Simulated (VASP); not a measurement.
Given:

```
CELL_PARAMETERS angstrom
      0.00000     3.11080     3.11080
      3.11080     0.00000     3.11080
      3.11080     3.11080     0.00000
ATOMIC_POSITIONS crystal
  Al 0.00000 0.00000 0.00000
  Sb 0.25000 0.25000 0.25000
```

Computed with optB88-vdW, VASP's PBE PAW potentials (set 64) (plane waves; VASP 6.6.1). Settings: 520 eV cut-off, 8×8×8 Γ-centred mesh, tetrahedra with Blöchl corrections, potentials Al Sb.

Unless said otherwise, spin-orbit coupling is left out, though it shifts the bands of the heavy elements here.

Estimate the energy per atom (σ→0), band gap (on the k-mesh) with the smallest direct gap where there is one.

```json
{
 "band gap (on the k-mesh)": "1.24 eV",
 "smallest direct gap (on the k-mesh)": "1.25 eV",
 "energy per atom (σ→0)": "-2.443 eV/atom"
}
```

The absolute energy has meaning only against runs of the same code, potentials and settings.

The compound is AlSb in the zinc blende structure. It was relaxed first.
